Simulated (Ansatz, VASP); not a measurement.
**MgZnSeS: VASP beside Ansatz**

One calculation is typed for both programs; each brings its own data sets. How far apart do they land? The cell is generated by rule, not measured, and may not be a known phase. The cell is taken from a series of runs on this material, whose earlier steps may have relaxed, scaled, displaced or heated it; both programs get it as it stands.

Main program and level: Ansatz 0.2.0; plane waves, with VASP 6.6.1 beside it; relaxation of cell and atoms at PBEsol.

## 1. Starting point

The structure is trigonal, space group P3m1 (No. 156). The conventional cell has a = 3.985 Å, b = 3.985 Å, c = 12.990 Å, α = 90.00°, β = 90.00°, γ = 120.00°. Mg has 1 S at 2.44 Å and 3 Se at 2.44 Å nearest. Mg has 4 S at 2.44 Å nearest. Nearest to S lie 4 Mg at 2.44 Å. Nearest to S lie 1 Mg at 2.44 Å and 3 Zn at 2.44 Å. Se has 4 Zn at 2.44 Å nearest. Nearest to Se lie 1 Zn at 2.44 Å and 3 Mg at 2.44 Å. Farther neighbours and most contacts between anions are not listed.

## 2. VASP: relaxation of cell and atoms, PBEsol, pair 1

The relaxed volume is the usual yardstick between codes: in a stiff, nearly cubic crystal its relative difference is about their pressure difference at one cell divided by the bulk modulus.

Lines of VASP's logs that name or quote its potential files are left out, and so is its time.

The input, INCAR:

```
SYSTEM = MgZnSeS
PREC = Accurate
ENCUT = 600
EDIFF = 1E-07
NELM = 120
ISMEAR = 0
SIGMA = 0.1
LREAL = .FALSE.
ALGO = Normal
GGA = PS
NBANDS = 34
LORBIT = 11
LWAVE = .FALSE.
LCHARG = .FALSE.
ISIF = 3
IBRION = 2
NSW = 80
EDIFFG = -0.005
LASPH = .TRUE.
GGA_COMPAT = .FALSE.
NELMIN = 4
EFERMI = MIDGAP
KPAR = 2
```

The input, POSCAR:

```
MgZnSeS
1.0
    3.9849990000      0.0000000000      0.0000000000
   -1.9925000000      3.4511110000      0.0000000000
    0.0000000000      0.0000000000     12.9900000000
Mg S Se Zn
2 2 2 2
Direct
    0.3333333204      0.6666664735      0.5000000000
    0.6666667857      0.3333332367      0.7500000000
    0.3333333204      0.6666664735      0.6875000000
    0.6666667857      0.3333332367      0.9375000000
    0.3333333204      0.6666664735      0.1875000000
    0.6666667857      0.3333332367      0.4375000000
    0.3333333204      0.6666664735      0.0000000000
    0.6666667857      0.3333332367      0.2500000000
```

The input, KPOINTS:

```
Automatic mesh
0
Gamma
6 6 2
0 0 0
```

PAW data sets: Mg, S, Se and Zn (PBE family, release 64).

Launch:

```
mpirun -np 2 vasp_std
```

Numbers of over 12 decimals in the logs are rounded to 6 here.

What it wrote:

```text
[banner, memory and clock lines left out]
running    2 mpi-ranks, on    1 nodes
 distrk:  each k-point on    1 cores,    2 groups
 distr:  one band on    1 cores,    1 groups

 POSCAR found type information on POSCAR MgS SeZn
 POSCAR found :  4 types and       8 ions
|                                                                             |
|               ----> ADVICE to this user running VASP <----                  |
|                                                                             |
|     You enforced a specific xc type in the INCAR file but a different       |
|     [... a line on the potential file left out ...]
|     I HOPE YOU KNOW WHAT YOU ARE DOING!                                     |
|                                                                             |

 LDA part: xc-table for (Slater+PW92), standard interpolation
 POSCAR, INCAR and KPOINTS ok, starting setup
 FFT: planning ... GRIDC
 FFT: planning ... GRID_SOFT
 FFT: planning ... GRID
 WAVECAR not read
 entering main loop
       N       E                     dE             d eps       ncg     rms          rms(c)
DAV:   1     0.375800987456E+03    0.37580E+03   -0.24056E+04   952   0.167E+03
DAV:   2     0.181224491441E+02   -0.35768E+03   -0.34299E+03   992   0.351E+02
DAV:   3    -0.308272875113E+02   -0.48950E+02   -0.48464E+02  1112   0.127E+02
DAV:   4    -0.326002748964E+02   -0.17730E+01   -0.17667E+01  1144   0.248E+01
DAV:   5    -0.326272653641E+02   -0.26990E-01   -0.26971E-01  1196   0.320E+00    0.870E+00
DAV:   6    -0.310345572000E+02    0.15927E+01   -0.31037E+00  1516   0.456E+01    0.670E+00
DAV:   7    -0.310104172541E+02    0.24140E-01   -0.30157E+00  1094   0.778E+00    0.341E+00
DAV:   8    -0.309976606293E+02    0.12757E-01   -0.16389E-01  1346   0.405E+00    0.122E+00
DAV:   9    -0.309985872710E+02   -0.92664E-03   -0.22148E-02  1326   0.240E+00    0.298E-01
DAV:  10    -0.309986405728E+02   -0.53302E-04   -0.26992E-03  1170   0.723E-01    0.159E-01
DAV:  11    -0.309990541755E+02   -0.41360E-03   -0.16084E-03  1086   0.286E-01    0.599E-02
DAV:  12    -0.309990049193E+02    0.49256E-04   -0.26760E-04  1368   0.202E-01    0.368E-02
DAV:  13    -0.309990241846E+02   -0.19265E-04   -0.10124E-04  1110   0.471E-02    0.193E-02
DAV:  14    -0.309990365693E+02   -0.12385E-04   -0.21117E-05  1040   0.500E-02    0.738E-03
DAV:  15    -0.309990374125E+02   -0.84312E-06   -0.26152E-06  1200   0.232E-02    0.364E-03
DAV:  16    -0.309990379884E+02   -0.57590E-06   -0.10668E-06  1010   0.546E-03    0.152E-03
DAV:  17    -0.309990379754E+02    0.13009E-07   -0.36795E-08   830   0.176E-03
   1 F= -.30999038E+02 E0= -.30999038E+02  d E =-.309990E+02
[... from here on, the cycles between the ionic steps are left out ...]
   2 F= -.31052548E+02 E0= -.31052548E+02  d E =-.535097E-01
   4 F= -.31074223E+02 E0= -.31074223E+02  d E =-.171670E-01
   5 F= -.31080068E+02 E0= -.31080068E+02  d E =-.230122E-01
   6 F= -.31093946E+02 E0= -.31093946E+02  d E =-.138784E-01
   7 F= -.31100065E+02 E0= -.31100065E+02  d E =-.199970E-01
   8 F= -.31100077E+02 E0= -.31100077E+02  d E =-.200092E-01
   9 F= -.31100489E+02 E0= -.31100489E+02  d E =-.412411E-03
  10 F= -.31100623E+02 E0= -.31100623E+02  d E =-.546027E-03
  11 F= -.31100683E+02 E0= -.31100683E+02  d E =-.603544E-04
  12 F= -.31100691E+02 E0= -.31100691E+02  d E =-.677134E-04
 curvature:  -1.10 expect dE=-0.826E-05 dE for cont linesearch -0.203E-08
 trial: gam= 0.10660 g(F)=  0.601E-05 g(S)=  0.147E-05 ort = 0.353E-06 (trialstep = 0.155E+01)
 search vector abs. value=  0.833E-05
 bond charge predicted
       N       E                     dE             d eps       ncg     rms          rms(c)
DAV:   1    -0.311007125921E+02   -0.21853E-04   -0.12735E-03  1104   0.259E-01    0.334E-02
DAV:   2    -0.311007007112E+02    0.11881E-04   -0.12479E-04  1276   0.144E-01    0.145E-02
DAV:   3    -0.311006987413E+02    0.19700E-05   -0.60289E-06  1142   0.167E-02    0.873E-03
DAV:   4    -0.311006979661E+02    0.77518E-06   -0.17310E-06  1136   0.791E-03    0.280E-03
DAV:   5    -0.311006980053E+02   -0.39216E-07   -0.29315E-07   946   0.701E-03
  13 F= -.31100698E+02 E0= -.31100698E+02  d E =-.734309E-05
 trial-energy change:   -0.000007  1 .order   -0.000006   -0.000012   -0.000001
 step:   1.6127(harm=  1.6564)  dis= 0.00052  next Energy=   -31.100698 (dE=-0.736E-05)
 reached required accuracy - stopping structural energy minimisation
```

Parts of OUTCAR (step 2):

```text
ion  position               nearest neighbor table
   1  0.333  0.667  0.500-   3 2.44   6 2.44   6 2.44   6 2.44
   2  0.667  0.333  0.750-   4 2.44   3 2.44   3 2.44   3 2.44
   3  0.333  0.667  0.688-   1 2.44   2 2.44   2 2.44   2 2.44
   4  0.667  0.333  0.938-   2 2.44   7 2.44   7 2.44   7 2.44
   5  0.333  0.667  0.188-   7 2.44   8 2.44   8 2.44   8 2.44
   6  0.667  0.333  0.438-   8 2.44   1 2.44   1 2.44   1 2.44
   7  0.333  0.667  0.000-   5 2.44   4 2.44   4 2.44   4 2.44
   8  0.667  0.333  0.250-   6 2.44   5 2.44   5 2.44   5 2.44

  LATTYP: Found a hexagonal cell.
 ALAT       =     3.9849990000
 C/A-ratio  =     3.2597247829

 Subroutine GETGRP returns: Found  6 space group operations
 (whereof  6 operations were pure point group operations)

The static configuration has the point symmetry C_3v.

 Found     14 irreducible k-points:

   k-points           NKPTS =     14   k-points in BZ     NKDIM =     14   number of bands    NBANDS=     34

   dimension x,y,z NGX =    32 NGY =   32 NGZ =  108
   dimension x,y,z NGXF=    64 NGYF=   64 NGZF=  216

   ENCUT  =  600.0 eV  44.10 Ry    6.64 a.u.   7.96  7.96 25.94*2*pi/ulx,y,z

   NELECT =      52.0000    total number of electrons

 k-points in reciprocal lattice and weights: Automatic mesh
   0.00000000  0.00000000  0.00000000       0.014
   0.16666667 -0.00000000  0.00000000       0.083
   0.33333333  0.00000000  0.00000000       0.083
   0.50000000  0.00000000  0.00000000       0.042
   0.16666667  0.16666667  0.00000000       0.083
   0.33333333  0.16666667  0.00000000       0.167
   0.33333333  0.33333333  0.00000000       0.028
   0.00000000  0.00000000  0.50000000       0.014
   0.16666667 -0.00000000  0.50000000       0.083
[...]
0.33333333  0.16666667  0.50000000       0.167
   0.33333333  0.33333333  0.50000000       0.028

 average (electrostatic) potential at core
       1 -38.4293       2 -38.6518       3 -88.6228       4 -89.0259       5 -55.4235
       6 -54.9139       7 -36.5792       8 -36.4458

 E-fermi :   2.5764

 k-point     1 :       0.0000    0.0000    0.0000
  band No.  band energies     occupation
    ...
     22       1.2256      2.00000
     23       1.2257      2.00000
     24       1.3222      2.00000
     25       1.7500      2.00000
     26       1.7500      2.00000
     27       3.4027      0.00000
     28       4.3241      0.00000
     29       5.2577      0.00000
     30       5.8816      0.00000
     31       7.6476      0.00000
    ...

 k-point     2 :       0.1667   -0.0000    0.0000
  band No.  band energies     occupation
    ...
     22       0.5059      2.00000
     23       0.5727      2.00000
     24       0.9612      2.00000
     25       1.2184      2.00000
     26       1.5249      2.00000
     27       4.5505      0.00000
     28       5.2561      0.00000
     29       5.9958      0.00000
     30       6.5353      0.00000
     31       7.0013      0.00000
    ...

 k-point     3 :       0.3333    0.0000    0.0000
  band No.  band energies     occupation
    ...
     22       0.0217      2.00000
     23       0.0786      2.00000
     24       0.4896      2.00000
     25       0.7121      2.00000
     26       1.1447      2.00000
     27       4.9264      0.00000
     28       5.2343      0.00000
     29       5.6905      0.00000
     30       5.9852      0.00000
     31       6.7908      0.00000
    ...

  Total        0.0128211      0.0128212      0.0142664     -0.0000000      0.0000000     -0.0000000
  in kB        0.1141501      0.1141502      0.1270179     -0.0000000      0.0000000     -0.0000000
  external PRESSURE =       0.1184394 kB  Pullay stress =       0.0000000 kB

  energy-cutoff  :      600.00
  volume of cell :      179.95
      direct lattice vectors                 reciprocal lattice vectors
     3.986244566  0.000000000 -0.000000000     0.250862681  0.144835646  0.000000000
    -1.993122783  3.452189692  0.000000000    -0.000000000  0.289671220 -0.000000000
    -0.000000000  0.000000000 13.076832283     0.000000000 -0.000000000  0.076471119

 POSITION                                       TOTAL-FORCE (eV/Angst)
 -----------------------------------------------------------------------------------
      0.00000      2.30146      6.62441         0.000000     -0.000000     -0.000436
      1.99312      1.15073      9.87542         0.000000      0.000000      0.000673
      0.00000      2.30146      9.06771        -0.000000      0.000000     -0.003733
      1.99312      1.15073     12.32858         0.000000     -0.000000      0.001504
      0.00000      2.30146      2.38078         0.000000     -0.000000     -0.000745
      1.99312      1.15073      5.63573         0.000000     -0.000000     -0.000823
      0.00000      2.30146     13.00547         0.000000      0.000000      0.003320
      1.99312      1.15073      3.19686         0.000000      0.000000      0.000241
 -----------------------------------------------------------------------------------
    total drift:                               -0.001088      0.001083     -0.000277

  FREE ENERGIE OF THE ION-ELECTRON SYSTEM (eV)
  ---------------------------------------------------
  free  energy   TOTEN  =       -31.1006980053 eV

  energy  without entropy=      -31.1006980053  energy(sigma->0) =      -31.10069801

 reached required accuracy - stopping structural energy minimisation

 total charge
# of ion       s       p       d       tot
------------------------------------------
    1        0.176   0.156   0.039   0.371
    2        0.167   0.149   0.039   0.355
    3        1.305   2.489   0.000   3.794
    4        1.310   2.402   0.000   3.712
    5        1.437   2.423   0.031   3.890
    6        1.431   2.516   0.016   3.964
    7        0.511   0.425   9.792  10.727
    8        0.536   0.457   9.788  10.781
--------------------------------------------------
tot          6.872  11.017  19.705  37.594

[... 3 further parts left out ...]
```

CONTCAR:

```
MgZnSeS
   1.00000000000000
     3.9862445661020764    0.0000000000609721   -0.0000000000000000
    -1.9931227831545162    3.4521896919200530    0.0000000000000000
    -0.0000000000000000    0.0000000000000000   13.0768322833655777
  Mg              S               Se              Zn
     2     2     2     2
Direct
     0.3333333204000013    0.6666664735000012    0.5065761692477346
     0.6666667857000022    0.3333332366999997    0.7551842998395625
     0.3333333204000013    0.6666664735000012    0.6934181108578097
     0.6666667857000022    0.3333332366999997    0.9427802968741179
     0.3333333204000013    0.6666664735000012    0.1820606904782832
     0.6666667857000022    0.3333332366999997    0.4309704737617303
     0.3333333204000013    0.6666664735000012    0.9945427746334781
     0.6666667857000022    0.3333332366999997    0.2444671843072838
```

## 3. Ansatz: relaxation of cell and atoms, PBEsol, pair 1

Ansatz runs on its default PAW (the set named soft_2) files.

The same cell, functional, mesh and smearing now go to Ansatz, which takes its cutoff from its data sets.

The input, input.yaml:

```yaml
crystal:
  lattice:
    - [3.985, 0.0, 0.0]
    - [-1.9925, 3.45111, 0.0]
    - [0.0, 0.0, 12.99]
  atoms:
    - { symbol: Mg, position: [0.333333, 0.666667, 0.5] }
    - { symbol: Mg, position: [0.666667, 0.333333, 0.75] }
    - { symbol: S, position: [0.333333, 0.666667, 0.6875] }
    - { symbol: S, position: [0.666667, 0.333333, 0.9375] }
    - { symbol: Se, position: [0.333333, 0.666667, 0.1875] }
    - { symbol: Se, position: [0.666667, 0.333333, 0.4375] }
    - { symbol: Zn, position: [0.333333, 0.666667, 0.0] }
    - { symbol: Zn, position: [0.666667, 0.333333, 0.25] }
kpoints:
  mp_grid: { grid: [6, 6, 2] }
hamiltonian:
  xc: pbesol
scf:
  occupations: { method: gaussian, width: 0.1 }
output:
  forces: true
  stress: true
  eigenvalues: true
relax:
  adjacent_minimum: "off"
  f_tol: 0.05
  max_steps: 80
  cell: { stress_tol: 0.5 }
```

Launch:

```
ansatz run input.yaml --threads 8 --pin off --max-ram 14336MiB --backend cpu --events-out ev --progress --plain --runs-dir out
```

What it wrote:

```text
Warning: the atoms were moved onto the symmetric positions of the space group found under crystal.symmetry.tolerance 1.0e-5 (fractional; no operation is sought that the atoms, as they stand in a round, miss by more than twice it, and no atom is moved by as much as it), and the run uses the moved positions. Before a round's move an operation carried an atom to 3.99e-6 Å from where it should land, the largest such dist [...]
The last accepted step is kept in <dir> (removed where the run ends without a failure and the disk answers)
Engine: ansatz 0.2.0, x86_64-unknown-linux-gnu
Pseudopotentials: kind: paw
Pseudopotential: Mg, paw, valence charge 10, recommended cutoff 420 eV (normal), Mg.paw.azcp
Pseudopotential: S, paw, valence charge 6, recommended cutoff 420 eV (normal), S.paw.azcp
Pseudopotential: Se, paw, valence charge 16, recommended cutoff 420 eV (normal), Se.paw.azcp
Pseudopotential: Zn, paw, valence charge 12, recommended cutoff 420 eV (normal), Zn.paw.azcp
Functional definition: PBEsol
  exchange = pbesol_x
  correlation = pbesol_c
Crystal: 8 atoms, lattice volume = 178.647 Å³
Basis set: ecut = 420 eV, 3523 PW (Γ), exchange–correlation on 54×54×180 points (8 copies of the dense FFT grid, shifted against one another)
Bands: 53, of which v1, the nominal top of the filled ones, is band 44 counted from 1 (43 counted from 0)
Symmetry: 6 space group operations
Space group: P3m1 (ITA 156), of the structure as read, at distance tolerance 5.6e-5 Å
k-points: 14 of 72 (time reversal used)
Non-local potential: Mg, projectors of the file, l = 0: 3, l = 1: 2, l = 2: 1
Non-local potential: S, projectors of the file, l = 0: 2, l = 1: 2, l = 2: 2
Non-local potential: Se, projectors of the file, l = 0: 2, l = 1: 2, l = 2: 3, l = 3: 1
Non-local potential: Zn, projectors of the file, l = 0: 2, l = 1: 2, l = 2: 3, l = 3: 1
PAW form: soft (Blöchl's): semilocal exchange-correlation on the pseudo side does not see the compensation charge
[...]
SCF iter   6: F=—  HF=-23012.146222 eV  |F-HF|=—  |Δ(HF+E_count)|=   9.44e-7  Δρ=4.90e-5  dr2=8.35e-6  ethr=6.22e-8  ⟨swp⟩=2.0  Hψ=1346  notcnv=0
SCF iter   7: F=—  HF=-23012.146220 eV  |F-HF|=—  |Δ(HF+E_count)|=   1.04e-6  Δρ=2.21e-5  dr2=1.03e-6  ethr=9.48e-9  ⟨swp⟩=2.0  Hψ=1323  notcnv=0
SCF iter   8: F=-23012.146221 eV  HF=-23012.146221 eV  |F-HF|=1.92e-7  |Δ(HF+E_count)|=   6.85e-7  Δρ=1.07e-5  dr2=1.44e-7  ethr=9.09e-10  ⟨swp⟩=7.0  Hψ=3150  notcnv=0
SCF 2 converged in 8 iterations: F = -23012.146221 eV  dr2 = 1.44e-7
relax step   2: F+E_penalty+E_count = -23012.14622097 eV  Δ(F+E_penalty+E_count) = -9.773e-2 eV  max|allowed force component| = 1.380e-1 eV/Å  Δτ_max = 0.0743 Å  P = -0.056 GPa  Ω = 180.032 Å³  energy of the carried Pulay correction = -2.452e-4 eV  (8 SCF iters, dr2 threshold 8.00e-7 eV, accepted)
[...]
relax step   3: F+E_penalty+E_count = -23012.15012906 eV  Δ(F+E_penalty+E_count) = -3.908e-3 eV  max|allowed force component| = 3.997e-2 eV/Å  Δτ_max = 0.0175 Å  P = -0.056 GPa  Ω = 179.887 Å³  energy of the carried Pulay correction = -2.195e-4 eV  (6 SCF iters, dr2 threshold 8.00e-7 eV, accepted)
[...]
relax step   4: F+E_penalty+E_count = -23012.15034472 eV  Δ(F+E_penalty+E_count) = -2.157e-4 eV  max|allowed force component| = 3.997e-2 eV/Å  Δτ_max = 0.0000 Å  P = -0.056 GPa  Ω = 179.887 Å³  stress off target by 1.07e-1 GPa  SCF on the basis re-selected at this cell (its energy is not comparable with the rows above)  (4 SCF iters)
basis re-selected at this cell: Δ(F+E_penalty+E_count) = -2.157e-4 eV, ΔP = +0.001 GPa vs the last step (what re-selecting the basis moved, of the pressure what is left beyond the Pulay correction that the steps carried, after the strain that the cell walked since its last selection, with what the two solves' SCF thresholds leave and, on support functions, any second-order correction that the steps lacked; it is no m [...]
SCF converged after 4 iterations
Free energy (F): -23012.150345 eV
Harris-Foulkes:  -23012.150345 eV  (|F-HF|=4.53e-8)
Internal energy: -23012.150345 eV  (E = F + TS)
E sigma→0 (E₀):  -23012.150345 eV
Fermi energy:    6.233162 eV
--- Per-component energies (eV) ---
  E_band       = -1523.061487
  E_kinetic    = 868.251005
  E_local      = -14535.311408  (includes V_loc(G=0)·N_el)
  E_nonlocal   = 294.393450
  E_hartree    = 6410.991449
  E_xc         = -729.104975
  E_vxc        = -552.357420  (∫ρ·V_xc dr)
  E_paw        = -9048.526642  (= ΣΔE_a)
  E_vpaw       = -420.015022  (= ΣTr[D̂ρ^β])
  E_aug_tail   = -0.001878  (compensation charges beyond the density's cutoff)
  E_ewald      = -6276.694580
  E_core_change = 3.853234  (= ΣΔE_core)
  E_smearing   = -0.000000  (= −TS)
  E_closure    = -0.000000  (closes the sum)
  Σ components = -23012.150345   (vs F -23012.150345, Δ=0.00e0)
--- Forces (eV/Å), atoms counted from 1 ---
  atom   1  Mg     0.00000000    -0.00000000    -0.01536991
  atom   2  Mg    -0.00000000     0.00000000    -0.00312918
  atom   3  S      0.00000000    -0.00000000    -0.00870828
  atom   4  S      0.00000000     0.00000000     0.01046802
  atom   5  Se     0.00000000    -0.00000000     0.03997068
  atom   6  Se     0.00000000     0.00000000     0.00590697
  atom   7  Zn     0.00000000    -0.00000000    -0.03290990
  atom   8  Zn    -0.00000000     0.00000000     0.00377407
  max |Σ_I F_I| component: 2.47e-6 eV/Å
--- Stress (GPa, compression-positive) ---
       -0.106784       0.000000      -0.000000
        0.000000      -0.106784      -0.000000
       -0.000000      -0.000000       0.046824
  P = ⅓ Tr σ = -0.0556 GPa (-0.556 kbar)
--- Band table (eV; the first three rows and the last of 14) ---
  k-point 0: bands = [... 40 lower, 4.8792, 4.9776, 5.3964, 5.3964, 7.0632, 7.9722, 8.9098, 9.5297, ... 5 higher]
  k-point 1: bands = [... 40 lower, 4.8894, 4.8894, 5.3928, 5.3928, 7.5619, 7.9876, 8.6315, 9.3950, ... 5 higher]
  k-point 2: bands = [... 40 lower, 4.2244, 4.6146, 4.8742, 5.1746, 8.2115, 8.9029, 9.6464, 10.1819, ... 5 higher]
  k-point 13: bands = [... 40 lower, 3.4221, 3.4487, 3.8198, 3.8624, 9.5052, 9.9101, 9.9187, 10.1102, ... 5 higher]
--- Relaxed structure (3 steps of the walk, 3 accepted, 1 SCFs on fresh bases) ---
  F+E_penalty+E_count = -23012.15034472 eV   max|allowed force component| = 3.997e-2 eV/Å   (the final SCF, on the basis selected at the relaxed cell)
  cell:  # Å, volume = 179.8865 Å³
    - [3.986732, 0, 0.0]
    - [-1.993366, 3.452612, 0.0]
    - [0.0, 0.0, 13.068744]
  atoms:
    - { symbol: Mg, position: [0.333333, 0.666667, 0.506525] }
    - { symbol: Mg, position: [0.666667, 0.333333, 0.755435] }
    - { symbol: S, position: [0.333333, 0.666667, 0.693517] }
    - { symbol: S, position: [0.666667, 0.333333, 0.943088] }
    - { symbol: Se, position: [0.333333, 0.666667, 0.181841] }
    - { symbol: Se, position: [0.666667, 0.333333, 0.430559] }
    - { symbol: Zn, position: [0.333333, 0.666667, -0.00507822] }
    - { symbol: Zn, position: [0.666667, 0.333333, 0.244114] }
```

[end of part 1 of 2]

[Lines on the potential files, build, host, timing and source positions are cut from VASP's logs without a mark.]

[Logs are printed without paths, hosts, clocks, repeated set-up lines and the standing remarks that a program may print on its own settings, such as how far it seeks lower states.]

[Hosts, paths, dates, database ids (printed as entryN), source tags and the programs' standing remarks are cut or masked in the printed files.]
